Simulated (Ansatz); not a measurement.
# Ta (P6_3/mmc) in Ansatz: notebook

One crystal, Ta, is run at these levels: PBE; tasks: single point.

All numbers are computed with Ansatz 0.2.0; they aren't measurements. Logs are shortened: lines on timing, memory, paths and dates and some standing lists are left out, and cuts for length are marked.

### 1 The crystal as given

Symmetry: P6_3/mmc, No. 194, hexagonal system. The conventional cell has a = 2.900 Å, b = 2.900 Å, c = 5.166 Å, α = 90.00°, β = 90.00°, γ = 120.00°. Ta (site symmetry -6m2) has 12 Ta at 2.90 to 3.08 Å as nearest neighbours.

This isn't the form of Ta at room conditions, which is bcc.

### 2 Single point, PBE, 17.69 Å³/atom (volume scaled by 0.94)

Contents of input.yaml:

```yaml
crystal:
  lattice:
    - [2.8411641924, 0.0, 0.0]
    - [-1.4205820962, 2.460520367, 0.0]
    - [0.0, 0.0, 5.0608102442]
  atoms:
    - { symbol: Ta, position: [0.3333333333, 0.6666666667, 0.25] }
    - { symbol: Ta, position: [0.6666666667, 0.3333333333, 0.75] }
kpoints:
  mp_grid: { grid: [11, 11, 5] }
scf:
  occupations: { method: fermi_dirac, width: 0.05 }
hamiltonian:
  xc: pbe
  pseudopotentials: { kind: all_electron, lapw: { basis_error: 0.0005 } }
output:
  forces: true
  stress: true
  eigenvalues: true
```

Potentials or basis: all-electron LAPW, scalar-relativistic.

Started as:

```
$ ansatz run input.yaml --threads 1 --pin off --max-ram 3072MiB --backend cpu --events-out ev --progress --plain --runs-dir out
```

Standard output:

```text
Warning: RAYON_NUM_THREADS=1 ignored (pool sized by the plan → 1); use --threads N
LAPW: plane waves up to 8.694 Å⁻¹, error target 5.0e-4 eV per atom; small_component_spin mean_spin; Ta in spheres of 1.421 Å, 43 of its electrons in bands, Dirac shells [] (how accurate: hamiltonian.pseudopotentials.lapw.basis_error, Limitations)
Engine: ansatz 0.2.0, aarch64-unknown-linux-gnu
Pseudopotentials: kind: all_electron
Pseudopotential: Ta, LAPW, valence charge 43, lapw/all_electron/scalar/gaussian/Ta, Koelling and Harmon's equation, gaussian nucleus
Functional definition: PBE
  parameter kappa = 0.804
  parameter beta = 0.06672455060314922
  exchange = pbe_x(kappa = kappa, mu = beta*pi^2/3)
  correlation = pbe_c(beta = beta)
Crystal: 2 atoms, lattice volume = 35.379 Å³
Basis set: ecut = 287.9944742780326 eV, 387 PW (Γ), exchange–correlation at level 2
Bands: 52, of which v1, the nominal top of the filled ones, is band 43 counted from 1 (42 counted from 0)
Symmetry: 24 space group operations
Space group: P63/mmc (ITA 194), of the structure as read, at distance tolerance 3.3e-5 Å
k-points: 48 of 605
Non-local potential: Ta, projectors of the file, none
Initial density: superposition of atomic densities (chi_scale 0.1, normalization cell)
Initial wavefunctions: plane waves of lowest kinetic energy (no species holds an atomic orbital)
Functional: x = pbe(κ = 0.804, μ = 0.2195149727645171), c = pbe(β = 0.06672455060314922)
iter 1 solved again at ethr=2.26e-4 eV; its pass at ethr=1.00e-1 eV (dr2=1.94e-1 eV) is discarded
SCF iter   1: F=—  HF=-849137.866706 eV  |F-HF|=—  |Δ(HF+E_count)|=         —  Δρ=2.87e-2  dr2=1.95e-1  ethr=2.26e-4  ⟨swp⟩=2.9  Hψ=15146  notcnv=0
preconditioner: auto → Kerker (q_TF=auto, 3.164 Å⁻¹)  [metal: Δε(μ)=0.045 eV  Ē_g=24.512 eV  σ=0.050 eV  W_gap=0.22  n_scr=22 (ndim 8)  ℏωp=44.1 eV  f_vac=0.000  D(μ)=2.03/eV (n_scr^D=22)]
SCF iter   2: F=—  HF=-849137.640029 eV  |F-HF|=—  |Δ(HF+E_count)|=   2.27e-1  Δρ=1.67e-2  dr2=7.88e-2  ethr=2.26e-4  ⟨swp⟩=2.0  Hψ=7825  notcnv=0
SCF iter   3: F=—  HF=-849137.611419 eV  |F-HF|=—  |Δ(HF+E_count)|=   2.86e-2  Δρ=1.14e-2  dr2=3.96e-2  ethr=9.17e-5  ⟨swp⟩=2.0  Hψ=7414  notcnv=0
SCF iter   4: F=—  HF=-849137.599841 eV  |F-HF|=—  |Δ(HF+E_count)|=         —  Δρ=5.88e-3  dr2=1.21e-2  ethr=4.60e-5  ⟨swp⟩=2.0  Hψ=7155  notcnv=0
the basis was enlarged: its passes take 781.5 KiB over the memory plan, 1 of 1 planned eigensolver slots
iter 5 solved again at ethr=7.36e-7 eV; its pass at ethr=1.41e-5 eV (dr2=6.33e-4 eV) is discarded
SCF iter   5: F=—  HF=-849137.599600 eV  |F-HF|=—  |Δ(HF+E_count)|=   2.41e-4  Δρ=1.30e-3  dr2=6.32e-4  ethr=7.36e-7  ⟨swp⟩=2.0  Hψ=12520  notcnv=0
SCF iter   6: F=—  HF=-849137.599664 eV  |F-HF|=—  |Δ(HF+E_count)|=   6.42e-5  Δρ=3.82e-4  dr2=4.93e-5  ethr=7.35e-7  ⟨swp⟩=2.0  Hψ=7414  notcnv=0
SCF iter   7: F=—  HF=-849137.599663 eV  |F-HF|=—  |Δ(HF+E_count)|=   1.55e-6  Δρ=9.91e-5  dr2=4.45e-6  ethr=5.73e-8  ⟨swp⟩=2.0  Hψ=7414  notcnv=0
SCF iter   8: F=—  HF=-849137.599662 eV  |F-HF|=—  |Δ(HF+E_count)|=   6.80e-7  Δρ=2.77e-5  dr2=2.72e-7  ethr=5.17e-9  ⟨swp⟩=2.0  Hψ=7414  notcnv=0
SCF iter   9: F=-849137.599662 eV  HF=-849137.599662 eV  |F-HF|=3.03e-9  |Δ(HF+E_count)|=   2.20e-8  Δρ=6.30e-6  dr2=1.06e-8  ethr=3.17e-10  ⟨swp⟩=2.0  Hψ=7416  notcnv=0
SCF 1 converged in 9 iterations: F = -849137.599662 eV  dr2 = 1.06e-8
SCF converged after 9 iterations
Free energy (F): -849137.599662 eV
Harris-Foulkes:  -849137.599662 eV  (|F-HF|=3.03e-9)
Internal energy: -849137.583534 eV  (E = F + TS)
E sigma→0 (E₀):  -849137.591598 eV
Entropy (-TS):   -0.016127 eV (-8.064 meV/atom)
Fermi energy:    25.767627 eV
--- Per-component energies (eV) ---
  E_band       = -8086.221113
  E_kinetic    = 947877.204074
  E_xc         = -17248.231578
  E_electrostatic = -1779766.556030  (all electrons and nuclei)
  E_smearing   = -0.016127  (= −TS)
  E_closure    = 0.000000  (closes the sum)
  E_atoms      = -849118.739113  (free atoms, spherical and without spin; not in F)
  Σ components = -849137.599662   (vs F -849137.599662, Δ=0.00e0)
  Basis errors (estimates in eV, not in F): energy 1.3e-4 per atom: plane waves 1.1e-4 (5.4e-5 summed), levels above the bands 1.4e-102, relativity 3.7e-8, radial functions 2.3e-5, core shells 1.6e-8; eigenvalues (radial functions only) 1.2e-6; not estimated: angular momenta, meshes, grids; target (lapw.basis_error) 5.0e-4; muffin-tin radii Ta 1.421 Å
--- Forces (eV/Å), atoms counted from 1 ---
  atom   1  Ta    -0.00000000     0.00000000     0.00000000
  atom   2  Ta     0.00000000    -0.00000000    -0.00000000
  max |Σ_I F_I| component: 9.25e-18 eV/Å
--- Stress (GPa, compression-positive) ---
       12.040145       0.000000      -0.000000
        0.000000      12.040145       0.000000
       -0.000000       0.000000      11.726513
  P = ⅓ Tr σ = 11.9356 GPa (119.356 kbar)
--- Band table (eV; the first three rows and the last of 48) ---
  k-point 0: bands = ["-368.9852", "-368.9852", "-368.9852", "-368.9852", "-368.9703", "-368.9703", "-190.5378", "-190.5378", "-190.5378", "-190.5378", "-190.5358", "-190.5358", "-190.5358", "-190.5358", "-190.5105", "-190.5105", "-41.7072", "-41.6287", "-8.7817", "-7.7761", "-7.6506", "-7.6506", "-7.5505", "-7.5505", "6.5334", "6.5366", "6.5630", "6.5630", "6.5653", "6.5710", "6.5710", "6.5971", "6.5971", "6.6000", "6.6230", "6.6230", "6.6375", "6.6388", "17.3396", "20.6363", "25.0889", "25.7938", "26.3304", "26.3304", "26.9445", "26.9445", "28.8981", "28.8981", "31.2410", "31.2410", "35.2627", "38.4844"]
  k-point 1: bands = ["-368.9852", "-368.9852", "-368.9852", "-368.9852", "-368.9703", "-368.9703", "-190.5378", "-190.5378", "-190.5378", "-190.5378", "-190.5358", "-190.5358", "-190.5358", "-190.5358", "-190.5105", "-190.5105", "-41.6997", "-41.6363", "-8.6914", "-7.8785", "-7.6411", "-7.6411", "-7.5601", "-7.5601", "6.5327", "6.5357", "6.5615", "6.5615", "6.5684", "6.5684", "6.5695", "6.5972", "6.6019", "6.6019", "6.6223", "6.6223", "6.6376", "6.6387", "17.7081", "20.4797", "24.9096", "25.2331", "26.2896", "26.2896", "26.7968", "26.7968", "29.2526", "29.2526", "31.1851", "31.1851", "36.4192", "37.8050"]
  k-point 2: bands = ["-368.9852", "-368.9852", "-368.9852", "-368.9852", "-368.9703", "-368.9703", "-190.5378", "-190.5378", "-190.5378", "-190.5378", "-190.5358", "-190.5358", "-190.5358", "-190.5358", "-190.5105", "-190.5105", "-41.6802", "-41.6560", "-8.4498", "-8.1397", "-7.6162", "-7.6162", "-7.5852", "-7.5852", "6.5325", "6.5338", "6.5606", "6.5606", "6.5635", "6.5635", "6.5792", "6.5895", "6.6114", "6.6114", "6.6189", "6.6189", "6.6379", "6.6383", "18.6796", "19.8100", "24.5521", "24.5674", "26.3084", "26.3084", "26.5063", "26.5063", "30.0537", "30.0537", "30.8176", "30.8176", "37.8510", "38.3890"]
  k-point 47: bands = ["-368.9852", "-368.9852", "-368.9852", "-368.9852", "-368.9703", "-368.9703", "-190.5378", "-190.5378", "-190.5378", "-190.5378", "-190.5358", "-190.5358", "-190.5358", "-190.5358", "-190.5105", "-190.5105", "-41.5456", "-41.5431", "-8.6625", "-8.6345", "-8.4127", "-8.3521", "-7.9646", "-7.9373", "6.5524", "6.5531", "6.5717", "6.5739", "6.5773", "6.5816", "6.5819", "6.5826", "6.5869", "6.5920", "6.6098", "6.6100", "6.6144", "6.6146", "22.6642", "23.0371", "23.8798", "23.9050", "24.9962", "25.2572", "27.2006", "27.8800", "31.0272", "31.4734", "34.7857", "34.8964", "36.4403", "37.2062"]
```

Wall time 28 s (1 thread of Arm Neoverse V1, shared host); peak memory 0.4 GiB.

Results:

| Quantity | Value |
| --- | --- |
| Free energy | -849137.5997 eV |
| Pressure | 11.9 GPa |
| Band gap on the k mesh | none (metal or under the smearing width) |

### 3 Single point, PBE, 18.07 Å³/atom (volume scaled by 0.96)

Edit input.yaml of step 2 so:

```diff
@@ -2,5 +2,5 @@
   lattice:
-    - [2.8411641924, 0.0, 0.0]
-    - [-1.4205820962, 2.460520367, 0.0]
-    - [0.0, 0.0, 5.0608102442]
+    - [2.8611730502, 0.0, 0.0]
+    - [-1.4305865251, 2.4778485461, 0.0]
+    - [0.0, 0.0, 5.0964509272]
   atoms:
```

Potentials or basis: all-electron LAPW, scalar-relativistic.

Started as:

```
$ ansatz run input.yaml --threads 1 --pin off --max-ram 3072MiB --backend cpu --events-out ev --progress --plain --runs-dir out
```

It took 28 s on 1 thread of Arm Neoverse V1, shared host; peak memory 0.4 GiB.

It converged, with:

- Free energy: -849137.6444 eV
- Pressure: 7.2 GPa
- Band gap on the k mesh: none (metal or under the smearing width)

### 4 Single point, PBE, 18.44 Å³/atom (volume scaled by 0.98)

Edit input.yaml of step 3 so:

```diff
@@ -2,5 +2,5 @@
   lattice:
-    - [2.8611730502, 0.0, 0.0]
-    - [-1.4305865251, 2.4778485461, 0.0]
-    - [0.0, 0.0, 5.0964509272]
+    - [2.8809059017, 0.0, 0.0]
+    - [-1.4404529508, 2.4949376968, 0.0]
+    - [0.0, 0.0, 5.1315999754]
   atoms:
```

Started as:

```
$ ansatz run input.yaml --threads 1 --pin off --max-ram 3072MiB --backend cpu --events-out ev --progress --plain --runs-dir out
```

Wall time 28 s (1 thread of Arm Neoverse V1, shared host); peak memory 0.4 GiB.

The run converged. Its results:

| Quantity | Value |
| --- | --- |
| Free energy | -849137.6680 eV |
| Pressure | 2.9 GPa |
| Band gap on the k mesh | none (metal or under the smearing width) |

### 5 Single point, PBE, 18.82 Å³/atom

Edit input.yaml of step 4 so:

```diff
@@ -2,5 +2,5 @@
   lattice:
-    - [2.8809059017, 0.0, 0.0]
-    - [-1.4404529508, 2.4949376968, 0.0]
-    - [0.0, 0.0, 5.1315999754]
+    - [2.9003720726, 0.0, 0.0]
+    - [-1.4501860363, 2.5117958953, 0.0]
+    - [0.0, 0.0, 5.166274]
   atoms:
```

Started as:

```
$ ansatz run input.yaml --threads 1 --pin off --max-ram 3072MiB --backend cpu --events-out ev --progress --plain --runs-dir out
```

Run time: 27 s. Hardware: 1 thread of Arm Neoverse V1, shared host; peak memory 0.4 GiB.

It converged, with:

```yaml
Free_energy: -849137.6723 eV
Pressure: -1.0 GPa
Band_gap_on_the_k_mesh: none (metal or under the smearing width)
```

### 6 Single point, PBE, 19.19 Å³/atom (volume scaled by 1.02)

Edit input.yaml of step 5 so:

```diff
@@ -2,5 +2,5 @@
   lattice:
-    - [2.9003720726, 0.0, 0.0]
-    - [-1.4501860363, 2.5117958953, 0.0]
-    - [0.0, 0.0, 5.166274]
+    - [2.9195803945, 0.0, 0.0]
+    - [-1.4597901972, 2.52843079, 0.0]
+    - [0.0, 0.0, 5.2004887322]
   atoms:
```

Potentials or basis: all-electron LAPW, scalar-relativistic.

Started as:

```
$ ansatz run input.yaml --threads 1 --pin off --max-ram 3072MiB --backend cpu --events-out ev --progress --plain --runs-dir out
```

It took 23 s on 1 thread of Arm Neoverse V1, shared host; peak memory 0.38 GiB.

It converged, with:

* Free energy: -849137.6593 eV
* Pressure: -4.5 GPa
* Band gap on the k mesh: none (metal or under the smearing width)

### 7 Single point, PBE, 19.57 Å³/atom (volume scaled by 1.04)

Edit input.yaml of step 6 so:

```diff
@@ -2,5 +2,5 @@
   lattice:
-    - [2.9195803945, 0.0, 0.0]
-    - [-1.4597901972, 2.52843079, 0.0]
-    - [0.0, 0.0, 5.2004887322]
+    - [2.9385392399, 0.0, 0.0]
+    - [-1.46926962, 2.5448496318, 0.0]
+    - [0.0, 0.0, 5.2342590858]
   atoms:
```

Started as:

```
$ ansatz run input.yaml --threads 1 --pin off --max-ram 3072MiB --backend cpu --events-out ev --progress --plain --runs-dir out
```

Wall time 23 s (1 thread of Arm Neoverse V1, shared host); peak memory 0.38 GiB.

The run converged. Its results:

| Item | Value |
| --- | --- |
| Free energy | -849137.6305 eV |
| Pressure | -7.7 GPa |
| Band gap on the k mesh | none (metal or under the smearing width) |

### 8 Single point, PBE, 19.95 Å³/atom (volume scaled by 1.06)

Edit input.yaml of step 7 so:

```diff
@@ -2,5 +2,5 @@
   lattice:
-    - [2.9385392399, 0.0, 0.0]
-    - [-1.46926962, 2.5448496318, 0.0]
-    - [0.0, 0.0, 5.2342590858]
+    - [2.957256555, 0.0, 0.0]
+    - [-1.4786282775, 2.5610593022, 0.0]
+    - [0.0, 0.0, 5.2675992145]
   atoms:
```

Started as:

```
$ ansatz run input.yaml --threads 1 --pin off --max-ram 3072MiB --backend cpu --events-out ev --progress --plain --runs-dir out
```

It took 23 s on 1 thread of Arm Neoverse V1, shared host; peak memory 0.38 GiB.

The run converged. Its results:

```yaml
Free_energy: -849137.5874 eV
Pressure: -10.6 GPa
Band_gap_on_the_k_mesh: none (metal or under the smearing width)
```

### 9 The reference run

An earlier run on the cell as given: functional PBE; potentials or basis all-electron LAPW, scalar-relativistic; cutoff 252 eV (chosen from the basis error); basis error allowed 0.001 eV/atom; k mesh 11 × 11 × 5; occupations fermi-dirac, width 0.05 eV; no spin polarisation.

* Pressure: -1.0 GPa
* Band gap on the k mesh: none (metal or under the smearing width)
